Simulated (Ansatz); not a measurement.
Computed with Ansatz (plane waves, PAW, 420 eV cutoff): PBE, scalar-relativistic, no spin polarisation, Γ-centred 14×14×12 mesh, 0.05 eV Gaussian smearing; PAW files: Ansatz's generated set soft_2.

A crystal of composition XN, relaxed at this level of theory, gives this pattern between 10° and 80°.

Cu Kα1 powder pattern (kinematic, no thermal factors).
2θ (°) (relative intensity): 30.67 (38), 33.36 (100), 45.94 (97), 59.62 (24), 63.86 (6), 68.54 (25), 70.06 (13), 73.99 (22), 78.40 (21)

Which lattice and cell does the pattern come from?

Hexagonal, space group P-6m2 (No. 187), a = 3.099 Å, b = 3.099 Å, c = 2.913 Å, α = 90.00°, β = 90.00°, γ = 120.00°. The line positions fix the lattice at most, not the space group, and lines under 1 % of the strongest aren't listed; this is the group of the computed cell.

A compound XN has these computed properties.

```
Band gap                                              : zero (metallic)
Density of states at the Fermi level                  : 1.0 states/(eV·atom)
Bader charges                                         : X 1.74; N -1.74 e
f electrons (orthogonalised atomic orbitals)          : X 13.99
Formation energy from the elements (0 K, uncorrected) : -1.27 eV/atom
Bulk modulus (Birch–Murnaghan)                        : 234 GPa
Pressure derivative B0′                               : 4.1
```

Sites: X on 1a, N on 1f.

Which element is X?
A. Yb
B. Ta
C. Lu
D. Hf

D. X is Hf, so the compound is HfN.

The start was a prototype's sites filled with these elements. The Crystallography Open Database lists the compound in space group Fm-3m (rock salt), so this is a trial structure.

No spin–orbit coupling, a notable omission for heavy elements. The cell is a metal with an odd number of electrons, and spin polarisation wasn't tried.
